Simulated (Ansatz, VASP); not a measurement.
This is a calculation of Mg (Magnesium) for Ansatz 0.2.0. 

Contents of input.yaml:

```yaml
crystal:
  lattice:
    - [3.2093, 0.0, 0.0]
    - [-1.60465, 2.7793353284, 0.0]
    - [0.0, 0.0, 5.2103]
  atoms:
    - { symbol: Mg, position: [0.6666666667, 0.3333333333, 0.75] }
    - { symbol: Mg, position: [0.3333333333, 0.6666666667, 0.25] }
hamiltonian:
  xc: pbe
  pseudopotentials: { kind: paw }
kpoints:
  mp_grid: { grid: [10, 10, 5] }
scf:
  occupations: { method: gaussian, width: 0.02 }
output:
  forces: true
  stress: true
  eigenvalues: true
```

Potentials or basis: Ansatz PAW.

Command:

```bash
$ ansatz run input.yaml --threads 2 --pin off --max-ram 5632MiB --backend cpu --events-out ev --progress --plain --runs-dir out
```

Task: Translate it to VASP 6.6.1. Potentials or basis there: PBE PAW files Mg, 500 eV.

Result: As run (cutoffs and basis follow the program's own potentials, and thresholds, step limits or extra output files can differ):

File INCAR:

```
PREC     = Accurate       # precision mode
ENCUT    = 500            # plane-wave cutoff, eV
EDIFF    = 1E-6           # SCF threshold, eV
ISMEAR   = 0              # smearing method
SIGMA    = 0.02           # smearing width, eV
LREAL    = F              # projectors in reciprocal space
LASPH    = T              # aspherical terms in the spheres
NELM     = 100            # most SCF steps
ALGO     = Fast           # electronic algorithm
ISIF     = 2              # what is computed and relaxed
LWAVE    = F              # write WAVECAR
LCHARG   = F              # write CHGCAR
GGA      = PE             # functional
```

The input KPOINTS:

```
regular mesh
0
Gamma
  10 10 5
```

File POSCAR:

```
Mg
1.0
    3.2093000000      0.0000000000      0.0000000000
   -1.6046500000      2.7793353284      0.0000000000
    0.0000000000      0.0000000000      5.2103000000
Mg
2
Cartesian
    1.6046500002      0.9264451094      3.9077250000
   -0.0000000002      1.8528902190      1.3025750000
```

Potentials or basis: VASP PAW PBE potentials, release 64 (Mg).

Launch:

```sh
$ cat potpaw_PBE.64/Mg/POTCAR > POTCAR
$ mpirun -np 1 vasp_std > vasp.out
```

Both were run:

|  | Ansatz | VASP |
| --- | --- | --- |
| Pressure | -0.4 GPa | -0.6 GPa |

Ansatz's pressure holds a Pulay term of +0.00 GPa for its cutoff of 420 eV, which the other run lacks.

The potentials hold 20 and 4 valence electrons a cell.

Where Ansatz's input types no cutoff or centring, it takes its own default and a Γ-centred mesh.

Pressure is positive in compression.
